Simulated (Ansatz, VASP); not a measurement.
# One calculation of Si, two programs

```xyz
1
Lattice="2.6078 0.0000 0.0000 0.0000 2.6078 0.0000 0.0000 0.0000 2.6078" Properties=species:S:1:pos:R:3 pbc="T T T"
Si    0.0000    0.0000    0.0000
```

Alike in both runs: task single point; functional RPBE; k mesh 14 × 14 × 14; occupations fermi-dirac, width 0.1 eV; no spin polarisation.

|  | VASP | Ansatz |
| --- | --- | --- |
| version | VASP 6.6.1 | Ansatz 0.2.0 |
| potentials or method | VASP PAW PBE potentials, release 64 (Si) | plane waves (420 eV) with PAW, scalar-relativistic |
| plane-wave cutoff (eV) | 520 | 420 |
| valence electrons in the cell | 4 | 4 |

|  | VASP | Ansatz | Ansatz less VASP |
| --- | --- | --- | --- |
| pressure (GPa) | -6.3 | -6.1 | +0.23 |

Caveats: the PAW data sets were made with another functional, which shifts forces and pressure a little (VASP).
